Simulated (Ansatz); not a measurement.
# Al: the cost of one run

Program: Ansatz 0.2.0. Level of theory: DFT PBE, scalar-relativistic. These are calculated values, not measurements.

## Step 1: The starting structure

It takes space group Fm-3m (No. 225, cubic). Conventional cell: a = 4.048 Å, b = 4.048 Å, c = 4.048 Å, α = 90.00°, β = 90.00°, γ = 90.00°. Around Al (site symmetry m-3m) lie 12 Al at 2.86 Å.

Coordinates:

```cif
data_structure
_symmetry_space_group_name_H-M 'Fm-3m'
_symmetry_Int_Tables_number 225
_cell_length_a 4.0480
_cell_length_b 4.0480
_cell_length_c 4.0480
_cell_angle_alpha 90.000
_cell_angle_beta 90.000
_cell_angle_gamma 90.000
_cell_volume 66.33
loop_
_atom_site_label
_atom_site_type_symbol
_atom_site_symmetry_multiplicity
_atom_site_Wyckoff_symbol
_atom_site_fract_x
_atom_site_fract_y
_atom_site_fract_z
_atom_site_occupancy
Al1 Al 4 a 0.00000 0.00000 0.00000 1
```

The file gives the conventional cell by its symmetry; the runs use the cell typed in the input.

## Step 2: The deformed structure

Space group Fm-3m before, I4/mmm after.

## Step 3: Full-potential LAPW

Contents of input.yaml:

```yaml
crystal:
  lattice:
    - [0.0, 1.9632606, 2.02398]
    - [1.9632606, 0.0, 2.02398]
    - [1.9632606, 1.9632606, 0.0]
  atoms:
    - { symbol: Al, position: [0.0, 0.0, 0.0] }
kpoints:
  mp_grid: { grid: [14, 14, 14] }
  band_path:
    path:
      - [0.0, 0.0, 0.0]
      - [0.0, 0.5, 0.5]
      - [0.25, 0.75, 0.5]
      - [0.0, 0.5, 0.0]
      - [0.0, 0.0, 0.0]
      - [0.5, 0.5, 0.0]
      - [0.3676125, 0.6323875, 0.0]
      - [-0.3676125, 0.3676125, 0.0]
      - [0.0, 0.0, 0.0]
    npoints: 5
scf:
  occupations: { method: fermi_dirac, width: 0.05 }
hamiltonian:
  xc: pbe
  pseudopotentials: { kind: all_electron, lapw: { basis_error: 0.001 } }
output:
  forces: true
  stress: true
  eigenvalues: true
```

Started as:

```bash
ansatz run input.yaml --threads 1 --pin off --max-ram 3072MiB --backend cpu --events-out ev --progress --plain --runs-dir out
```

Q: Estimate wall time and peak memory on 1 thread of Intel Xeon Platinum 8375C at 2.90GHz (Ice Lake), shared host.

About 7.2 s, with a peak of 0.28 GiB.
